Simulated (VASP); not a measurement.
# Na (P6_3/mmc) in VASP: further runs

One crystal, Na, is run at these levels: PBE; tasks: single point.

Program: VASP 6.6.1. These are calculated values, not measurements. Logs are shortened: lines on timing, memory, paths and dates and some standing lists are left out, and cuts for length are marked.

### 1 The crystal as given

Symmetry: P6_3/mmc, No. 194, hexagonal system. Conventional cell: a = 3.767 Å, b = 3.767 Å, c = 6.154 Å, α = 90.00°, β = 90.00°, γ = 120.00°. Na (site symmetry -6m2) has 12 Na at 3.77 Å as nearest neighbours.

This isn't the form of Na at room conditions, which is bcc.

### 2 Single point, PBE

File INCAR:

```
SYSTEM = Na
PREC     = Low            ! precision mode
ENCUT    = 460            ! plane-wave cutoff, eV
EDIFF    = 1E-6           ! SCF threshold, eV
ISMEAR   = 0              ! smearing method
SIGMA    = 0.2            ! smearing width, eV
LREAL    = .FALSE.        ! projectors in reciprocal space
LASPH    = .TRUE.         ! aspherical terms in the spheres
NELM     = 100            ! most SCF steps
ALGO     = Normal         ! electronic algorithm
ISIF     = 2              ! what is computed and relaxed
LWAVE    = .FALSE.        ! write WAVECAR
LCHARG   = .FALSE.        ! write CHGCAR
GGA      = PE             ! functional
NBANDS   = 14             ! bands
ADDGRID  = .FALSE.
```

File KPOINTS:

```
regular mesh
0
G
  5 5 3
  0 0 0
```

File POSCAR:

```
Na
1.0
    3.7670000000      0.0000000000      0.0000000000
   -1.8835000000      3.2623176961      0.0000000000
    0.0000000000      0.0000000000      6.1540000000
Na
2
Direct
    0.6666666667      0.3333333333      0.7500000000
    0.3333333333      0.6666666667      0.2500000000
```

Potentials or basis: VASP PAW PBE potentials, release 64 (Na_pv).

Command:

```
> cat potpaw_PBE.64/Na_pv/POTCAR > POTCAR
> mpirun -np 1 vasp_std > vasp.out
```

OUTCAR:

```text
SYSTEM = Na
   PREC = Low
   ENCUT = 460
   EDIFF = 1E-6
   ISMEAR = 0
   LREAL = .FALSE.
   LASPH = .TRUE.
   NELM = 100
   ISIF = 2
   GGA = PE

 Found     10 irreducible k-points:

 Following reciprocal coordinates:
            Coordinates               Weight
  0.000000  0.000000  0.000000      1.000000
  0.200000 -0.000000  0.000000      6.000000
  0.400000 -0.000000  0.000000      6.000000
  0.200000  0.200000  0.000000      6.000000
  0.400000  0.200000  0.000000      6.000000
  0.000000  0.000000  0.333333      2.000000
   k-points           NKPTS =     10   k-points in BZ     NKDIM =     10   number of bands    NBANDS=     14
   number of dos      NEDOS =    301   number of ions     NIONS =      2
   total plane-waves  NPLWV =  12800
   dimension x,y,z NGX =    20 NGY =   20 NGZ =   32
   dimension x,y,z NGXF=    20 NGYF=   20 NGZF=   32
   ions per type =               2
   NGX,Y,Z   is equivalent  to a cutoff of   8.83,  8.83,  8.64 a.u.
   NGXF,Y,Z  is equivalent  to a cutoff of   8.83,  8.83,  8.64 a.u.
 SYSTEM =  Na
   PREC   = low       normal or accurate (medium, high low for compatibility)
   ISTART =      0    job   : 0-new  1-cont  2-samecut
   ICHARG =      2    charge: 1-file 2-atom 10-const
   ISPIN  =      1    spin polarized calculation?
   LNONCOLLINEAR =      F non collinear calculations
   LSORBIT =      F    spin-orbit coupling
   LASPH  =      T    aspherical Exc in radial PAW
   ENCUT  =  460.0 eV  33.81 Ry    5.81 a.u.   6.59  6.59 10.76*2*pi/ulx,y,z
   NELM   =    100;   NELMIN=  2; NELMDL= -5     # of ELM steps
   EDIFF  = 0.1E-05   stopping-criterion for ELM
   LREAL  =      F    real-space projection
   EDIFFG = 0.1E-04   stopping-criterion for IOM
   NSW    =      0    number of steps for IOM
   IBRION =     -1    ionic relax: 0-MD 1-quasi-New 2-CG
   NFREE  =      0    steps in history (QN), initial steepest desc. (CG)
   ISIF   =      2    stress and relaxation
   ISYM   =      2    0-nonsym 1-usesym 2-fastsym
   POTIM  = 0.5000    time-step for ionic-motion
   TEBEG  =    0.0;   TEEND  =   0.0 temperature during run
   PSTRESS=    0.0 pullay stress
   NELECT =      14.0000    total number of electrons
   NUPDOWN=      -1.0000    fix difference up-down
   EMIN   =  10.00;   EMAX   =-10.00  energy-range for DOS
   EFERMI =   0.00;   METHOD = LEGACY
   ISMEAR =     0;   SIGMA  =   0.20  broadening in eV -4-tet -1-fermi 0-gaus
   EFERMI_NEDOS =   21; number of points for ismear=-14 and -15
   IALGO  =     38    algorithm
   IMIX   =      4    mixing-type and parameters
     AMIX     =   0.40;   BMIX     =  1.00
     AMIX_MAG =   1.60;   BMIX_MAG =  1.00
  volume/ion in A,a.u.               =      37.81       255.18
  Fermi-wavevector in a.u.,A,eV,Ry     =   0.933020  1.763153 11.844235  0.870527
  Thomas-Fermi vector in A             =   2.059678
   LORBIT       =      0    0 simple, 1 ext, 2 COOP (PROOUT), +10 PAW based schemes
   GGA     = PE    functional components
   LHFCALC =     F    Hartree Fock is set to
   AEXX    =    0.0000 exact exchange contribution
   IVDW    =     0    specifies the selected vdW correction
   LEPSILON=     F    determine dielectric tensor
   LRPA    =     F    only Hartree local field effects (RPA)
 non-spin polarized calculation
 Gauss-broadening in eV      SIGMA  =   0.20
  energy-cutoff  :      460.00
  volume of cell :       75.63
 maximum number of plane-waves:      1737
   NGX = 13   NGY = 13   NGZ = 21

 number of electron      13.9998001 magnetization

 Free energy of the ion-electron system (eV)
  ---------------------------------------------------
  ext. energy  EPLUGINS =         0.00000000
  ---------------------------------------------------
  free energy    TOTEN  =        -2.69818263 eV

  energy without entropy =       -2.68166873  energy(sigma->0) =       -2.68992568

 E-fermi :   0.4345     XC(G=0):  -6.4518

 val. band max:       -0.2430855542   @ k =   0.4000  -0.0000   0.3333
 cond. band min:       0.4956002667   @ k =   0.2000   0.2000   0.3333
 fundamental gap:      0.7386858210
 Fermi energy:         0.4345113962

 k-point     1 :       0.0000    0.0000    0.0000
  band No.  band energies     occupation
      1     -24.6713      2.00000
      2     -24.6470      2.00000
      3     -24.6454      2.00000
      4     -24.6425      2.00000
      5     -24.6409      2.00000
      6     -24.6388      2.00000
      7      -2.9671      2.00000
      8       0.8213      0.00624
      9       1.2094      0.00000
     10      10.1431      0.00000
     11      10.1477      0.00000
     12      10.4785      0.00000
     13      10.4827      0.00000
     14      10.6383      0.00000

 k-point     2 :       0.2000   -0.0000    0.0000
  band No.  band energies     occupation
      1     -24.6674      2.00000
      2     -24.6543      2.00000
      3     -24.6501      2.00000
      4     -24.6489      2.00000
      5     -24.6435      2.00000
      6     -24.6405      2.00000
      7      -2.3855      2.00000
      8       1.3417      0.00000
      9       1.7700      0.00000
     10       5.9199      0.00000
     11       8.3921      0.00000
     12       8.4641      0.00000
     13       9.2636      0.00000
     14      10.4882      0.00000

 k-point     3 :       0.4000   -0.0000    0.0000
  band No.  band energies     occupation
      1     -24.6682      2.00000
      2     -24.6634      2.00000
      3     -24.6591      2.00000
      4     -24.6532      2.00000
      5     -24.6461      2.00000
      6     -24.6450      2.00000
      7      -0.6782      2.00000
      8       2.0082      0.00000
      9       2.9123      0.00000
     10       3.5890      0.00000
     11       5.5527      0.00000
     12       5.9787      0.00000
     13       7.4343      0.00000
     14       8.4633      0.00000

 k-point     4 :       0.2000    0.2000    0.0000
  band No.  band energies     occupation
      1     -24.6614      2.00000
      2     -24.6611      2.00000
      3     -24.6610      2.00000
      4     -24.6532      2.00000
      5     -24.6489      2.00000
      6     -24.6438      2.00000
      7      -1.2413      2.00000
      8       2.3874      0.00000
      9       2.7532      0.00000
     10       4.1196      0.00000
     11       4.6777      0.00000
     12       7.5814      0.00000
     13       7.7782      0.00000
     14       8.2362      0.00000

 k-point     5 :       0.4000    0.2000    0.0000
  band No.  band energies     occupation
      1     -24.6679      2.00000
      2     -24.6630      2.00000
      3     -24.6584      2.00000
      4     -24.6546      2.00000
      5     -24.6521      2.00000
      6     -24.6482      2.00000
      7       0.9147      0.00069
      8       1.0357      0.00002
      9       3.5264      0.00000
     10       4.4856      0.00000
     11       4.5028      0.00000
     12       4.9239      0.00000
     13       5.9865      0.00000
     14       7.1487      0.00000

 k-point     6 :       0.0000    0.0000    0.3333
  band No.  band energies     occupation
      1     -24.6632      2.00000
      2     -24.6470      2.00000
      3     -24.6458      2.00000
      4     -24.6442      2.00000
      5     -24.6436      2.00000
      6     -24.6420      2.00000
      7      -2.5125      2.00000
      8      -1.1719      2.00000
      9       3.9780      0.00000
     10       7.6349      0.00000
     11      10.4676      0.00000
     12      10.4723      0.00000
     13      10.6985      0.00000
     14      10.7030      0.00000

 [... further k-points ...]

------------------------ aborting loop because EDIFF is reached ----------------------------------------

  FORCE on cell =-STRESS in cart. coord.  units (eV):
  Direction    XX          YY          ZZ          XY          YZ          ZX
  --------------------------------------------------------------------------------------
  -------------------------------------------------------------------------------------
  Total       -0.1717393     -0.1717393     -0.0804834      0.0000000      0.0000000      0.0000000
  in kB       -3.6383201     -3.6383201     -1.7050526      0.0000000      0.0000000      0.0000000
  external PRESSURE =      -2.9938976 kB  Pullay stress =       0.0000000 kB

 VOLUME and BASIS-vectors are now :
 -----------------------------------------------------------------------------
  energy-cutoff  :      460.00
  volume of cell :       75.63
      direct lattice vectors                 reciprocal lattice vectors
     3.767000000  0.000000000  0.000000000     0.265463233  0.153265269  0.000000000
    -1.883500000  3.262317696  0.000000000     0.000000000  0.306530538  0.000000000
     0.000000000  0.000000000  6.154000000     0.000000000  0.000000000  0.162495938

 POSITION                                       TOTAL-FORCE (eV/Angst)
 -----------------------------------------------------------------------------------
      1.88350      1.08744      4.61550        -0.000000     -0.000000      0.000000
     -0.00000      2.17488      1.53850         0.000000      0.000000      0.000000
 -----------------------------------------------------------------------------------
    total drift:                                0.000000     -0.000000      0.000000

  FREE ENERGIE OF THE ION-ELECTRON SYSTEM (eV)
  ---------------------------------------------------
  free  energy   TOTEN  =        -2.6981826294 eV

  energy  without entropy=       -2.6816687319  energy(sigma->0) =       -2.68992568
```

It took 4.8 s on 1 thread of Intel Xeon Platinum 8488C (Sapphire Rapids), shared host; peak memory 0.11 GiB.

The run converged, but some of its settings lie outside the range that counts as converged, so its numbers aren't taken as properties of the crystal.

Results:

| Quantity | Value |
| --- | --- |
| Free energy | -2.6982 eV |
| Pressure | -0.3 GPa |
| Band gap on the k mesh | none (metal or under the smearing width) |

Caveat: the k mesh is coarse (spacing up to 0.39 Å⁻¹), so the values aren't converged.

### 3 Single point, PBE

INCAR is that of step 2.

KPOINTS is that of step 2.

File POSCAR:

```
Na
1.0
    3.7670000000      0.0000000000      0.0000000000
   -1.8835000000      3.2623176961      0.0000000000
    0.0000000000      0.0000000000      6.1540000000
Na
2
Direct
    0.6607270000      0.3253030000      0.7651560000
    0.3322080000      0.6634530000      0.2738460000
```

Potentials or basis: VASP PAW PBE potentials, release 64 (Na_pv).

Command:

```
> cat potpaw_PBE.64/Na_pv/POTCAR > POTCAR
> mpirun -np 1 vasp_std > vasp.out
```

OUTCAR:

```text
SYSTEM = Na
   PREC = Low
   ENCUT = 460
   EDIFF = 1E-6
   ISMEAR = 0
   LREAL = .FALSE.
   LASPH = .TRUE.
   NELM = 100
   ISIF = 2
   GGA = PE

 Found     38 irreducible k-points:

 Following reciprocal coordinates:
            Coordinates               Weight
  0.000000  0.000000  0.000000      1.000000
  0.200000 -0.000000  0.000000      2.000000
  0.000000  0.200000  0.000000      2.000000
 -0.200000  0.200000  0.000000      2.000000
  0.400000 -0.000000  0.000000      2.000000
  0.000000  0.400000  0.000000      2.000000
   k-points           NKPTS =     38   k-points in BZ     NKDIM =     38   number of bands    NBANDS=     14
   number of dos      NEDOS =    301   number of ions     NIONS =      2
   total plane-waves  NPLWV =  12800
   dimension x,y,z NGX =    20 NGY =   20 NGZ =   32
   dimension x,y,z NGXF=    20 NGYF=   20 NGZF=   32
   ions per type =               2
   NGX,Y,Z   is equivalent  to a cutoff of   8.83,  8.83,  8.64 a.u.
   NGXF,Y,Z  is equivalent  to a cutoff of   8.83,  8.83,  8.64 a.u.
 SYSTEM =  Na
   PREC   = low       normal or accurate (medium, high low for compatibility)
   ISTART =      0    job   : 0-new  1-cont  2-samecut
   ICHARG =      2    charge: 1-file 2-atom 10-const
   ISPIN  =      1    spin polarized calculation?
   LNONCOLLINEAR =      F non collinear calculations
[... 71 lines left out ...]
     10      10.1399      0.00000
     11      10.1493      0.00000
     12      10.4722      0.00000
     13      10.4865      0.00000
     14      10.6417      0.00000
[... 71 lines left out ...]
      1     -24.6660      2.00000
      2     -24.6614      2.00000
      3     -24.6585      2.00000
      4     -24.6507      2.00000
      5     -24.6452      2.00000
      6     -24.6434      2.00000
      7      -0.6779      2.00000
      8       2.0069      0.00000
      9       2.9138      0.00000
     10       3.5923      0.00000
     11       5.5542      0.00000
     12       5.9807      0.00000
     13       7.4338      0.00000
     14       8.4557      0.00000

 [... further k-points ...]

------------------------ aborting loop because EDIFF is reached ----------------------------------------

  FORCE on cell =-STRESS in cart. coord.  units (eV):
  Direction    XX          YY          ZZ          XY          YZ          ZX
  --------------------------------------------------------------------------------------
  -------------------------------------------------------------------------------------
  Total       -0.1344254     -0.1600422     -0.0904178     -0.0247022      0.0037407     -0.0013233
  in kB       -2.8478208     -3.3905162     -1.9155137     -0.5233187      0.0792473     -0.0280347
  external PRESSURE =      -2.7179502 kB  Pullay stress =       0.0000000 kB

 VOLUME and BASIS-vectors are now :
 -----------------------------------------------------------------------------
  energy-cutoff  :      460.00
  volume of cell :       75.63
      direct lattice vectors                 reciprocal lattice vectors
     3.767000000  0.000000000  0.000000000     0.265463233  0.153265269  0.000000000
    -1.883500000  3.262317696  0.000000000     0.000000000  0.306530538  0.000000000
     0.000000000  0.000000000  6.154000000     0.000000000  0.000000000  0.162495938

 POSITION                                       TOTAL-FORCE (eV/Angst)
 -----------------------------------------------------------------------------------
      1.87625      1.06124      4.70877        -0.001562      0.010834      0.090100
      0.00181      2.16439      1.68525         0.001562     -0.010834     -0.090100
 -----------------------------------------------------------------------------------
    total drift:                                0.000211     -0.005957     -0.004432

  FREE ENERGIE OF THE ION-ELECTRON SYSTEM (eV)
  ---------------------------------------------------
  free  energy   TOTEN  =        -2.7065466332 eV

  energy  without entropy=       -2.6900319601  energy(sigma->0) =       -2.69828930
```

stdout:

```text
POSCAR found type information on POSCAR Na
 POSCAR found :  1 types and       2 ions
 scaLAPACK will be used
 LDA part: xc-table for (Slater+PW92), standard interpolation
 POSCAR, INCAR and KPOINTS ok, starting setup
 FFT: planning ... GRIDC
 FFT: planning ... GRID_SOFT
 FFT: planning ... GRID
 WAVECAR not read
 entering main loop
 the old and the new charge density differ
 old charge density:    14.00000 new   14.00026
    0.298E-01
```

Run time: 10 s. Hardware: 1 thread of Intel Xeon Platinum 8488C (Sapphire Rapids), shared host; peak memory 0.13 GiB.

The run converged, but some of its settings lie outside the range that counts as converged, so its numbers aren't taken as properties of the crystal.

Results:

```yaml
Free_energy: -2.7065 eV
Pressure: -0.3 GPa
Largest_force: 0.091 eV/Å
Band_gap_on_the_k_mesh: none (metal or under the smearing width)
```

Caveat: the k mesh is coarse (spacing up to 0.39 Å⁻¹), so the values aren't converged.

### 4 Single point, PBE

INCAR, as its differences from that of step 3:

```diff
@@ -1,3 +1,3 @@
 SYSTEM = Na
-PREC     = Low            ! precision mode
+PREC     = Normal         ! precision mode
 ENCUT    = 460            ! plane-wave cutoff, eV
```

KPOINTS is that of step 3.

File POSCAR:

```
Na
1.0
    3.7670000000      0.0000000000      0.0000000000
   -1.8835000000      3.2623176961      0.0000000000
    0.0000000000      0.0000000000      6.1540000000
Na
2
Direct
    0.6666666667      0.3333333333      0.7500000000
    0.3333333333      0.6666666667      0.2500000000
```

Command:

```
> cat potpaw_PBE.64/Na_pv/POTCAR > POTCAR
> mpirun -np 1 vasp_std > vasp.out
```

Run time: 2.8 s. Hardware: 1 thread of Intel Xeon Platinum 8488C (Sapphire Rapids), shared host; peak memory 0.12 GiB.

These settings aren't checked as converged: the numbers below hold their error.

Results:

```yaml
Free_energy: -2.6949 eV
Pressure: -0.3 GPa
Band_gap_on_the_k_mesh: none (metal or under the smearing width)
```

Caveat: the k mesh is coarse (spacing up to 0.39 Å⁻¹), so the values aren't converged.

### 5 Single point, PBE

INCAR is that of step 4.

KPOINTS is that of step 4.

File POSCAR:

```
Na
1.0
    3.7670000000      0.0000000000      0.0000000000
   -1.8835000000      3.2623176961      0.0000000000
    0.0000000000      0.0000000000      6.1540000000
Na
2
Direct
    0.6607270000      0.3253030000      0.7651560000
    0.3322080000      0.6634530000      0.2738460000
```

Command:

```
> cat potpaw_PBE.64/Na_pv/POTCAR > POTCAR
> mpirun -np 1 vasp_std > vasp.out
```

It took 6.8 s on 1 thread of Intel Xeon Platinum 8488C (Sapphire Rapids), shared host; peak memory 0.14 GiB.

The run converged, but some of its settings lie outside the range that counts as converged, so its numbers aren't taken as properties of the crystal.

Results:

```
Free energy            : -2.6940 eV
Pressure               : -0.3 GPa
Largest force          : 0.034 eV/Å
Band gap on the k mesh : none (metal or under the smearing width)
```

Caveat: the k mesh is coarse (spacing up to 0.39 Å⁻¹), so the values aren't converged.
